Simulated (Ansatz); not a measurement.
# Al(111) / 1 layer Ti(0001) / Al(111): resistance against film thickness, part 2 of 2

Wanted: interface resistance and thickness dependence for Al(111) / 1 layer Ti(0001) / Al(111).

Ansatz 0.2.0; Ansatz plane-wave DFT, PBE, PAW files; ballistic transport by layer matching (Landauer), zero bias; PAW set soft_1 (the session's first sound run).

So far. Step 2 (With 1 layer): The lead's potential steps by 8.5 meV from period to period, small in itself. The program estimates the junction's conductance to 8 % from the k-mesh, 0 % from the leads' distance from neutral and 4.1 % from their steps. Step 3 (With 3 layers, k-mesh 15×15×1, film layers 3): The conductance of the junction is 3.6e14 S/m², 26 % under the 4.8e14 S/m² of the last finished run.

## Step 4: With 5 layers, k-mesh 15×15×1, film layers 5

The stack now holds 5 film layers; the k-mesh follows the cell, and the energies span -0.27 to 0.27 eV.

System of this step: Al(111) / 5 layers Ti(0001) / Al(111). The cell holds 13 atoms: 8 Al and 5 Ti. Its edges and angles: a = 2.862 Å, b = 2.862 Å, c = 31.140 Å, α = 90.0°, β = 90.0°, γ = 120.0°. It derives from Al and Ti. Regions: lead, 8 atoms (8 Al); films, 5 atoms (5 Ti). The structure is stacked along c, and the current runs across the ab planes.

Contents of input.yaml:

```yaml
crystal:
  lattice:
    - [2.862347037, 0.0, 0.0]
    - [-1.4311735185, 2.4788652485, 0.0]
    - [0.0, 0.0, 31.140249573]
  atoms:
    - { symbol: Al, position: [0.0, 0.0, 0.0375253346] }
    - { symbol: Al, position: [0.3333333333, 0.6666666667, 0.1125760038] }
    - { symbol: Al, position: [0.6666666667, 0.3333333333, 0.187626673] }
    - { symbol: Al, position: [0.0, 0.0, 0.2626773422] }
    - { symbol: Ti, position: [0.3333333333, 0.6666666667, 0.3401621414] }
    - { symbol: Ti, position: [0.6666666667, 0.3333333333, 0.4200810707] }
    - { symbol: Ti, position: [0.3333333333, 0.6666666667, 0.5] }
    - { symbol: Ti, position: [0.6666666667, 0.3333333333, 0.5799189293] }
    - { symbol: Ti, position: [0.3333333333, 0.6666666667, 0.6598378586] }
    - { symbol: Al, position: [0.6666666667, 0.3333333333, 0.7373226578] }
    - { symbol: Al, position: [0.0, 0.0, 0.812373327] }
    - { symbol: Al, position: [0.3333333333, 0.6666666667, 0.8874239962] }
    - { symbol: Al, position: [0.6666666667, 0.3333333333, 0.9624746654] }
kpoints:
  mp_grid: { grid: [15, 15, 1] }
hamiltonian:
  xc: pbe
  pseudopotentials: { kind: paw, azcp: { folder: soft_1 } }
scf:
  occupations: { method: fermi_dirac, width: 0.1 }
output:
  transmission:
    leads: [[0, 1]]
    kmesh: [30, 30]
    e_range: [-0.27, 0.27]
    de: 0.036
  write_potential: true
  write_density: true
  volumetric_format: npy
```

Run with:

```
$ ansatz run input.yaml --threads 4 --pin off --max-ram 15360MiB --backend cpu --events-out ev --progress --plain --runs-dir out
```

Numbers of over 12 decimals in the logs are rounded to 6 here.

The program printed:

```text
[...]
Crystal: 13 atoms, lattice volume = 220.952 Å³
Basis set: ecut = 420 eV, 4341 PW (Γ)
Bands: 55, of which v1, the nominal top of the filled ones, is band 42 counted from 1 (41 counted from 0)
Symmetry: 6 space group operations
[...]
k-points: 27 of 225 (time reversal used)
[...]
--- Transmission ---
  basis      : 61 plane waves across, 39 finite elements along
  points     : 91, standing for a mesh of 30 x 30
[...]
filled         : 0.7 meV under the level at which it is neutral
    channels       : 1.354444e0 a spin
[...]
slowest decay  : 0.0157 /Å at (0.3333, 0.3000)
  junction   : crystal 0 to crystal 0, 0.70 to 29.50 Å
    transmission   : 2.859305e-1 a spin
[...]
resistance     : 2.7786e-3 Ω µm² beyond half of each lead's own
[key lines of the parts left out:]
SCF converged after 10 iterations
Free energy (F): -16798.744333 eV
Fermi energy:    9.877175 eV
```

The job ended after 36 s (4 threads of Intel Xeon Platinum 8488C (Sapphire Rapids), shared host; peak memory 0.78 GiB).

This step gave:

```yaml
free_energy: -16798.7443 eV
energy_at_zero_smearing: -16798.5690 eV
fermi_energy: 9.877 eV
step_of_the_lead_s_potential: 8.6 meV
estimated_errors_of_the_lead_s_conductance: 0, 3.7, 0 % (band edges, k-mesh, distance from neutral)
lead_conductance_per_cell: 1.348 G₀
conductance_of_the_junction: 2.89e14 S/m²
junction_conductance_per_cell: 0.2648 G₀
estimated_errors_of_the_junction_s_conductance: 0.8, 0, 10, 16.2, 0.3 % (energy step, band edges, k-mesh, leads' steps, distance from neutral)
area_resistance_that_the_stack_adds_contact_term_taken_off_spin_by_spin: 2.779 fΩ m²
```

Per spin. The transmission, zone mean by energy, zero at the Fermi level:

```csv
energy (eV),"transmission, zone mean"
-0.270,0.242
-0.234,0.216
-0.198,0.177
-0.162,0.173
-0.126,0.179
-0.090,0.190
-0.054,0.211
-0.018,0.224
0.018,0.286
0.054,0.374
0.090,0.321
0.126,0.297
0.162,0.293
0.198,0.316
0.234,0.303
0.270,0.349
```

The conductance of the junction is 2.9e14 S/m², 19 % under the 3.6e14 S/m² of the last finished run, no more than the error estimates, leads' steps apart, of 12 and 10 % together.

## Step 5: With 7 layers, k-mesh 15×15×1, film layers 7

The stack now holds 7 film layers; the k-mesh follows the cell, and the energies span -0.27 to 0.27 eV.

System of this step: Al(111) / 7 layers Ti(0001) / Al(111). The cell holds 15 atoms: 8 Al and 7 Ti. Its edges and angles: a = 2.862 Å, b = 2.862 Å, c = 36.118 Å, α = 90.0°, β = 90.0°, γ = 120.0°. It derives from Al and Ti. Regions: lead, 8 atoms (8 Al); films, 7 atoms (7 Ti). The structure is stacked along c, and the current runs across the ab planes.

input.yaml, the sections that differ from step 4:

```yaml
crystal:
  lattice:
    - [2.862347037, 0.0, 0.0]
    - [-1.4311735185, 2.4788652485, 0.0]
    - [0.0, 0.0, 36.1176403808]
  atoms:
    - { symbol: Al, position: [0.0, 0.0, 0.0323539487] }
    - { symbol: Al, position: [0.3333333333, 0.6666666667, 0.0970618461] }
    - { symbol: Al, position: [0.6666666667, 0.3333333333, 0.1617697436] }
    - { symbol: Al, position: [0.0, 0.0, 0.226477641] }
    - { symbol: Ti, position: [0.3333333333, 0.6666666667, 0.2932842198] }
    - { symbol: Ti, position: [0.6666666667, 0.3333333333, 0.3621894798] }
    - { symbol: Ti, position: [0.3333333333, 0.6666666667, 0.4310947399] }
    - { symbol: Ti, position: [0.6666666667, 0.3333333333, 0.5] }
    - { symbol: Ti, position: [0.3333333333, 0.6666666667, 0.5689052601] }
    - { symbol: Ti, position: [0.6666666667, 0.3333333333, 0.6378105202] }
    - { symbol: Ti, position: [0.3333333333, 0.6666666667, 0.7067157802] }
    - { symbol: Al, position: [0.6666666667, 0.3333333333, 0.773522359] }
    - { symbol: Al, position: [0.0, 0.0, 0.8382302564] }
    - { symbol: Al, position: [0.3333333333, 0.6666666667, 0.9029381539] }
    - { symbol: Al, position: [0.6666666667, 0.3333333333, 0.9676460513] }
# kpoints, hamiltonian, scf, output: as in step 4
```

The program printed:

```text
[...]
Crystal: 15 atoms, lattice volume = 256.268 Å³
Basis set: ecut = 420 eV, 5017 PW (Γ)
Bands: 69, of which v1, the nominal top of the filled ones, is band 54 counted from 1 (53 counted from 0)
Symmetry: 6 space group operations
[...]
k-points: 27 of 225 (time reversal used)
[...]
--- Transmission ---
  basis      : 61 plane waves across, 45 finite elements along
  points     : 91, standing for a mesh of 30 x 30
[...]
filled         : 2.2 meV over the level at which it is neutral
    channels       : 1.341111e0 a spin
[...]
slowest decay  : 0.0124 /Å at (0.3333, 0.3000)
  junction   : crystal 0 to crystal 0, 0.70 to 34.48 Å
    transmission   : 2.012910e-1 a spin
[...]
resistance     : 3.3317e-3 Ω µm² beyond half of each lead's own
[key lines of the parts left out:]
SCF converged after 9 iterations
Free energy (F): -21798.061019 eV
Fermi energy:    10.306088 eV
```

Wall time 45 s (4 threads); peak memory 0.94 GiB.

This step gave:

```
free energy                                                                : -21798.0610 eV
energy at zero smearing                                                    : -21797.8530 eV
Fermi energy                                                               : 10.31 eV
step of the lead's potential                                               : 7.2 meV
lead conductance per cell                                                  : 1.349 G₀
conductance of the junction                                                : 2.49e14 S/m²
junction conductance per cell                                              : 0.2283 G₀
estimated errors of the junction's conductance                             : 2.6, 0, 9.2, 16.9, 0.4 % (energy step, band edges, k-mesh, leads' steps, distance from neutral)
area resistance that the stack adds (contact term taken off, spin by spin) : 3.332 fΩ m²
```

Per spin. Transmission, zone mean against energy, zero at the Fermi level:

| energy (eV) | transmission, zone mean |
| --- | --- |
| -0.270 | 0.200 |
| -0.234 | 0.158 |
| -0.198 | 0.162 |
| -0.162 | 0.155 |
| -0.126 | 0.180 |
| -0.090 | 0.188 |
| -0.054 | 0.229 |
| -0.018 | 0.281 |
| 0.018 | 0.201 |
| 0.054 | 0.179 |
| 0.090 | 0.219 |
| 0.126 | 0.278 |
| 0.162 | 0.270 |
| 0.198 | 0.346 |
| 0.234 | 0.306 |
| 0.270 | 0.321 |

The conductance of the junction is 2.5e14 S/m², 14 % under the 2.9e14 S/m² of the last finished run, no more than the error estimates, leads' steps apart, of 10 and 9.2 % together. The estimate from the leads' steps, 17 %, is larger still.

## Step 6: With 9 layers, k-mesh 15×15×1, film layers 9

The stack now holds 9 film layers; the k-mesh follows the cell, and the energies span -0.27 to 0.27 eV.

System of this step: Al(111) / 9 layers Ti(0001) / Al(111). The cell holds 17 atoms: 8 Al and 9 Ti. Cell: a = 2.862 Å, b = 2.862 Å, c = 41.095 Å, α = 90.0°, β = 90.0°, γ = 120.0°. It derives from Al and Ti. Regions: lead, 8 atoms (8 Al); films, 9 atoms (9 Ti). The structure is stacked along c, and the current runs across the ab planes.

input.yaml, the sections that differ from step 5:

```yaml
crystal:
  lattice:
    - [2.862347037, 0.0, 0.0]
    - [-1.4311735185, 2.4788652485, 0.0]
    - [0.0, 0.0, 41.0950311887]
  atoms:
    - { symbol: Al, position: [0.0, 0.0, 0.0284352694] }
    - { symbol: Al, position: [0.3333333333, 0.6666666667, 0.0853058083] }
    - { symbol: Al, position: [0.6666666667, 0.3333333333, 0.1421763472] }
    - { symbol: Al, position: [0.0, 0.0, 0.1990468861] }
    - { symbol: Ti, position: [0.3333333333, 0.6666666667, 0.257761916] }
    - { symbol: Ti, position: [0.6666666667, 0.3333333333, 0.318321437] }
    - { symbol: Ti, position: [0.3333333333, 0.6666666667, 0.378880958] }
    - { symbol: Ti, position: [0.6666666667, 0.3333333333, 0.439440479] }
    - { symbol: Ti, position: [0.3333333333, 0.6666666667, 0.5] }
    - { symbol: Ti, position: [0.6666666667, 0.3333333333, 0.560559521] }
    - { symbol: Ti, position: [0.3333333333, 0.6666666667, 0.621119042] }
    - { symbol: Ti, position: [0.6666666667, 0.3333333333, 0.681678563] }
    - { symbol: Ti, position: [0.3333333333, 0.6666666667, 0.742238084] }
    - { symbol: Al, position: [0.6666666667, 0.3333333333, 0.8009531139] }
    - { symbol: Al, position: [0.0, 0.0, 0.8578236528] }
    - { symbol: Al, position: [0.3333333333, 0.6666666667, 0.9146941917] }
    - { symbol: Al, position: [0.6666666667, 0.3333333333, 0.9715647306] }
# kpoints, hamiltonian, scf, output: as in step 5
```

The program printed:

```text
[...]
Crystal: 17 atoms, lattice volume = 291.585 Å³
Basis set: ecut = 420 eV, 5705 PW (Γ)
Bands: 83, of which v1, the nominal top of the filled ones, is band 66 counted from 1 (65 counted from 0)
Symmetry: 6 space group operations
[...]
k-points: 27 of 225 (time reversal used)
[...]
--- Transmission ---
  basis      : 61 plane waves across, 51 finite elements along
  points     : 91, standing for a mesh of 30 x 30
[...]
filled         : 1.0 meV under the level at which it is neutral
    channels       : 1.354444e0 a spin
[...]
slowest decay  : 0.0161 /Å at (0.3333, 0.3000)
  junction   : crystal 0 to crystal 0, 0.70 to 39.46 Å
    transmission   : 1.338521e-1 a spin
[...]
resistance     : 5.2682e-3 Ω µm² beyond half of each lead's own
[key lines of the parts left out:]
SCF converged after 9 iterations
Free energy (F): -26797.361931 eV
Fermi energy:    10.626802 eV
```

Run time: 58 s. Hardware: 4 threads; peak memory 1.1 GiB.

This step gave:

```yaml
free_energy: -26797.3619 eV
energy_at_zero_smearing: -26797.1101 eV
fermi_energy: 10.63 eV
step_of_the_lead_s_potential: 7.6 meV
lead_conductance_per_cell: 1.348 G₀
conductance_of_the_junction: 1.68e14 S/m²
junction_conductance_per_cell: 0.1540 G₀
estimated_errors_of_the_junction_s_conductance: 0.2, 0, 14.8, 22.6, 0 % (energy step, band edges, k-mesh, leads' steps, distance from neutral)
area_resistance_that_the_stack_adds_contact_term_taken_off_spin_by_spin: 5.268 fΩ m²
```

Per spin. The transmission, zone mean by energy, zero at the Fermi level:

```csv
energy (eV),"transmission, zone mean"
-0.270,0.198
-0.234,0.149
-0.198,0.143
-0.162,0.155
-0.126,0.175
-0.090,0.230
-0.054,0.180
-0.018,0.127
0.018,0.134
0.054,0.167
0.090,0.192
0.126,0.303
0.162,0.294
0.198,0.280
0.234,0.284
0.270,0.363
```

The conductance of the junction is 1.7e14 S/m², 33 % under the 2.5e14 S/m² of the last finished run.

## Step 7: The ladder

Times are for 4 threads of Intel Xeon Platinum 8488C (Sapphire Rapids), shared host. The series side by side:

| no. | film layers | area resistance that the stack adds (contact term taken off, spin by spin) (fΩ m²) | conductance of the junction (S/m²) | time | memory (GiB) |
| --- | --- | --- | --- | --- | --- |
| 1 | 1 | 1.406 | 4.79e14 | 45 s | 0.58 |
| 2 | 3 | 2.124 | 3.57e14 | 27 s | 0.60 |
| 3 | 5 | 2.779 | 2.89e14 | 36 s | 0.78 |
| 4 | 7 | 3.332 | 2.49e14 | 45 s | 0.94 |
| 5 | 9 | 5.268 | 1.68e14 | 58 s | 1.1 |

## Step 8: With 3 layers

A repeat with a changed input, to see how far the result depends on it.

This step: Ansatz plane-wave DFT, PBE, PAW files; ballistic transport by layer matching (Landauer), zero bias; changed: output.transmission.e_range = [-3, 3], output.transmission.de = 0.035, output.transmission.kmesh = [45, 45]; PAW set soft_1 (Ansatz 0.2.0).

System of this step: Al(111) / 3 layers Ti(0001) / Al(111). The cell holds 11 atoms: 8 Al and 3 Ti. Cell: a = 2.862 Å, b = 2.862 Å, c = 26.163 Å, α = 90.0°, β = 90.0°, γ = 120.0°. It derives from Al and Ti. Regions: lead, 8 atoms (8 Al); films, 3 atoms (3 Ti). The structure is stacked along c, and the current runs across the ab planes.

Contents of input.yaml:

```yaml
crystal:
  lattice:
    - [2.862347037, 0.0, 0.0]
    - [-1.4311735185, 2.4788652485, 0.0]
    - [0.0, 0.0, 26.1628587651]
  atoms:
    - { symbol: Al, position: [0.0, 0.0, 0.044664396] }
    - { symbol: Al, position: [0.3333333333, 0.6666666667, 0.133993188] }
    - { symbol: Al, position: [0.6666666667, 0.3333333333, 0.22332198] }
    - { symbol: Al, position: [0.0, 0.0, 0.3126507721] }
    - { symbol: Ti, position: [0.3333333333, 0.6666666667, 0.4048767787] }
    - { symbol: Ti, position: [0.6666666667, 0.3333333333, 0.5] }
    - { symbol: Ti, position: [0.3333333333, 0.6666666667, 0.5951232213] }
    - { symbol: Al, position: [0.6666666667, 0.3333333333, 0.6873492279] }
    - { symbol: Al, position: [0.0, 0.0, 0.77667802] }
    - { symbol: Al, position: [0.3333333333, 0.6666666667, 0.866006812] }
    - { symbol: Al, position: [0.6666666667, 0.3333333333, 0.955335604] }
kpoints:
  mp_grid: { grid: [15, 15, 1] }
hamiltonian:
  xc: pbe
  pseudopotentials: { kind: paw, azcp: { folder: soft_1 } }
scf:
  occupations: { method: fermi_dirac, width: 0.1 }
output:
  transmission: { leads: [[0, 1]], kmesh: [45, 45], e_range: [-3, 3], de: 0.035 }
  write_potential: true
  write_density: true
  volumetric_format: npy
```

The program printed:

```text
[...]
Crystal: 11 atoms, lattice volume = 185.635 Å³
Basis set: ecut = 420 eV, 3639 PW (Γ)
Bands: 41, of which v1, the nominal top of the filled ones, is band 30 counted from 1 (29 counted from 0)
Symmetry: 6 space group operations
[...]
k-points: 27 of 225 (time reversal used)
[...]
SCF iter   1: F=—  HF=-11811.453454 eV  |F-HF|=—  |Δ(HF+E_count)|=         —  Δρ=9.35e-2  dr2=1.35e3  ethr=3.10e-3  ⟨swp⟩=7.5  Hψ=4853  notcnv=0
[...]
SCF iter  10: F=-11799.461485 eV  HF=-11799.461486 eV  |F-HF|=1.09e-8  |Δ(HF+E_count)|=   1.13e-8  Δρ=8.36e-7  dr2=1.14e-8  ethr=1.67e-10  ⟨swp⟩=7.1  Hψ=3606  notcnv=0
SCF 1 converged in 10 iterations: F = -11799.461485 eV  dr2 = 1.14e-8
[...]
transmission: 672 of 6720 steps passed
transmission: 1345 of 6720 steps passed
[...]
transmission: 6720 of 6720 steps passed
SCF converged after 10 iterations
Free energy (F): -11799.461485 eV
[...]
Internal energy: -11799.216156 eV  (E = F + TS)
E sigma→0 (E₀):  -11799.338821 eV
Entropy (-TS):   -0.245330 eV (-22.303 meV/atom)
Fermi energy:    9.277026 eV
[...]
--- Band table (eV; the first three rows and the last of 27) ---
  k-point 0: bands = [... 26 lower, 9.1549, 9.4797, 10.2673, 10.2673, 10.3048, 10.3299, 10.3299, 10.5002, ... 7 higher]
  k-point 1: bands = [... 26 lower, 9.1001, 9.4968, 10.1678, 10.2387, 10.3334, 10.3571, 10.4139, 10.4276, ... 7 higher]
  k-point 2: bands = [... 26 lower, 8.9701, 9.5217, 9.9383, 9.9994, 10.2314, 10.4334, 10.6145, 10.6493, ... 7 higher]
  k-point 26: bands = [... 26 lower, 7.9849, 8.0893, 8.2627, 8.2711, 8.2887, 8.3106, 8.3587, 8.8484, ... 7 higher]
--- Transmission ---
  basis      : 61 plane waves across, 35 finite elements along
  points     : 192, standing for a mesh of 45 x 45
[...]
filled         : 0.1 meV over the level at which it is neutral
    channels       : 1.360494e0 a spin
[...]
slowest decay  : 0.0232 /Å at (0.3111, 0.2889)
  junction   : crystal 0 to crystal 0, 0.70 to 24.52 Å
    transmission   : 3.304832e-1 a spin
    conductance    : 3.5690e14 S/m² at 300 K (3.5779e14 on every other energy)
[...]
resistance     : 2.1212e-3 Ω µm² beyond half of each lead's own
```

The job ended after 5.6 min (4 threads; peak memory 0.77 GiB).

This step gave:

```yaml
free_energy: -11799.4615 eV
energy_at_zero_smearing: -11799.3388 eV
fermi_energy: 9.277 eV
step_of_the_lead_s_potential: 4.9 meV
estimated_errors_of_the_lead_s_conductance: 0, 0 % (the terms that the log lists; one has no estimate)
lead_conductance_per_cell: 1.345 G₀
conductance_of_the_junction: 3.57e14 S/m²
junction_conductance_per_cell: 0.3268 G₀
estimated_errors_of_the_junction_s_conductance: 0.2, 0, 5.1, 0 % (the terms that the log lists; one has no estimate)
area_resistance_that_the_stack_adds_contact_term_taken_off_spin_by_spin: 2.121 fΩ m²
```

Per spin. The transmission, zone mean by energy, zero at the Fermi level:

```
energy (eV)  transmission, zone mean
     -3.000                    0.262
     -2.790                    0.286
     -2.615                    0.324
     -2.405                    0.361
     -2.195                    0.445
     -2.090                    0.483
     -1.985                    0.452
     -1.810                    0.342
     -1.600                    0.254
     -1.390                    0.269
     -1.215                    0.290
     -1.005                    0.300
     -0.795                    0.343
     -0.585                    0.485
     -0.445                    0.580
     -0.410                    0.568
     -0.200                    0.344
      0.010                    0.330
      0.185                    0.465
      0.395                    0.378
      0.605                    0.414
      0.710                    0.424
      0.815                    0.406
      0.990                    0.322
      1.200                    0.299
      1.410                    0.376
      1.585                    0.318
      1.795                    0.320
      2.005                    0.364
      2.215                    0.434
      2.390                    0.485
      2.600                    0.560
      2.810                    0.650
```

With the changed settings the conductance of the junction moves by 0.076 % from the earlier run's 3.6e14 S/m².

## Step 9: Outcome

```
area resistance, 1 layer  : 1.41 fΩ m²
area resistance, 3 layers : 2.12 fΩ m²
area resistance, 5 layers : 2.78 fΩ m²
area resistance, 7 layers : 3.33 fΩ m²
area resistance, 9 layers : 5.27 fΩ m²
```

**Reading.** The stack adds 1.4 fΩ m² with 1 layer and 5.3 fΩ m² with 9. From 3 to 9 layers it grows by 148 %; nothing scatters inside a perfect film, so this is no ohmic growth, and the error estimates, with the leads' steps, cover part of it. Atoms sit on ideal sites and aren't relaxed. The program's error estimates for the conductances, leads' steps apart, run from 8 to 15 %. The program's estimate of the error from the leads' steps alone runs to 23 %, although the steps are small; only longer leads would test it. Ti(0001) is compressed by 3.0 % in plane to fit Al(111).

[Logs are printed without paths, hosts, clocks, repeated set-up lines and the standing remarks that a program may print on its own settings, such as how far it seeks lower states.]

[Hosts, paths, dates, database ids (printed as entryN), source tags and the programs' standing remarks are cut or masked in the printed files.]
